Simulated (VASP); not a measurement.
A run of VASP 6.6.1 is set up as follows.

INCAR

```
  PREC = Accurate
  ENCUT = 520
  EDIFF = 1E-6
  ISMEAR = 0
  SIGMA = 0.01
  LREAL = Auto
  LASPH = T
  NELM = 150
  ALGO = Normal
  ISIF = 2
  LWAVE = F
  LCHARG = T
  ISPIN = 2
  MAGMOM = 0.091 0 0 0.091 0.091 0 0 0.091 0 0.091 0 0 0.091 0 0 0 0.091 0 0 0 0 0 0 0 0 0.091 0 0 0.091 0.091 0 0 0.091
  LORBIT = 11
  GGA = PE
  LELF = T
  LVHAR = T
  NBANDS = 90
```

The input KPOINTS:

```
Automatic mesh
0
Gamma
  2 2 2
  0.5 0.5 0.5
```

Contents of POSCAR:

```
Al16P16H
1.0
   -5.5073398905     -5.5073398905      5.5073398905
    5.5073398905      5.5073398905      5.5073398905
   -5.5073398905      5.5073398905     -5.5073398905
Al P H
16 16 1
Direct
    0.7500000000      0.5000000000      0.7500000000
    0.0000000000      0.5000000000      0.5000000000
    0.7500000000      0.7500000000      0.5000000000
    0.2500000000      0.5000000000      0.2500000000
    0.0000000000      0.7500000000      0.2500000000
    0.7500000000      0.0000000000      0.2500000000
    0.5000000000      0.5000000000      0.0000000000
    0.2500000000      0.7500000000      0.0000000000
    0.0000000000      0.0000000000      0.0000000000
    0.7500000000      0.2500000000      0.0000000000
    0.5000000000      0.7500000000      0.7500000000
    0.2500000000      0.0000000000      0.7500000000
    0.0000000000      0.2500000000      0.7500000000
    0.5000000000      0.0000000000      0.5000000000
    0.2500000000      0.2500000000      0.5000000000
    0.5000000000      0.2500000000      0.2500000000
    0.0000000000      0.7500000000      0.0000000000
    0.2500000000      0.7500000000      0.7500000000
    0.0000000000      0.0000000000      0.7500000000
    0.5000000000      0.7500000000      0.5000000000
    0.2500000000      0.0000000000      0.5000000000
    0.0000000000      0.2500000000      0.5000000000
    0.7500000000      0.7500000000      0.2500000000
    0.5000000000      0.0000000000      0.2500000000
    0.2500000000      0.2500000000      0.2500000000
    0.0000000000      0.5000000000      0.2500000000
    0.7500000000      0.0000000000      0.0000000000
    0.5000000000      0.2500000000      0.0000000000
    0.2500000000      0.5000000000      0.0000000000
    0.7500000000      0.2500000000      0.7500000000
    0.5000000000      0.5000000000      0.7500000000
    0.7500000000      0.5000000000      0.5000000000
    0.0000000000      0.5000000000      0.0000000000
```

Potentials or basis: VASP PAW PBE potentials, release 64 (Al, P, H).

Launch:

```bash
$ cat potpaw_PBE.64/Al/POTCAR potpaw_PBE.64/P/POTCAR potpaw_PBE.64/H/POTCAR > POTCAR
$ mpirun -np 1 vasp_std > vasp.out
```

Q: Predict the pressure.

A: 0.1 GPa.

Q: What does it give for the net moment?

A: 1.00 μB per cell.

Q: What does it give for the band gap on the k mesh?

A: 0.81 eV, indirect (least direct gap 1.04 eV).

Q: Estimate the largest force.

A: 0.102 eV/Å.

Forces on the atoms (eV/Å):
```
Al   0.024  0.000  0.000
Al  -0.059  0.059 -0.059
Al   0.000  0.000  0.000
Al  -0.024  0.000  0.000
Al   0.000  0.024  0.000
Al   0.000  0.000  0.000
Al  -0.059 -0.059  0.059
Al   0.000  0.000  0.024
Al   0.059  0.059  0.059
Al   0.000  0.000 -0.024
Al   0.000  0.000  0.000
Al   0.000  0.000  0.000
Al   0.000 -0.024  0.000
Al   0.059 -0.059 -0.059
Al   0.000  0.000  0.000
Al   0.000  0.000  0.000
P   -0.030 -0.030 -0.030
P   -0.001  0.001  0.007
P    0.001 -0.007  0.001
P   -0.007 -0.001 -0.001
P    0.001  0.007 -0.001
P   -0.001 -0.007 -0.001
P   -0.001  0.007  0.001
P    0.001 -0.001  0.007
P   -0.007  0.001  0.001
P    0.030 -0.030  0.030
P    0.001  0.001 -0.007
P   -0.001 -0.001 -0.007
P    0.030  0.030 -0.030
P   -0.030  0.030  0.030
P    0.007 -0.001  0.001
P    0.007  0.001 -0.001
H    0.000  0.000  0.000
```
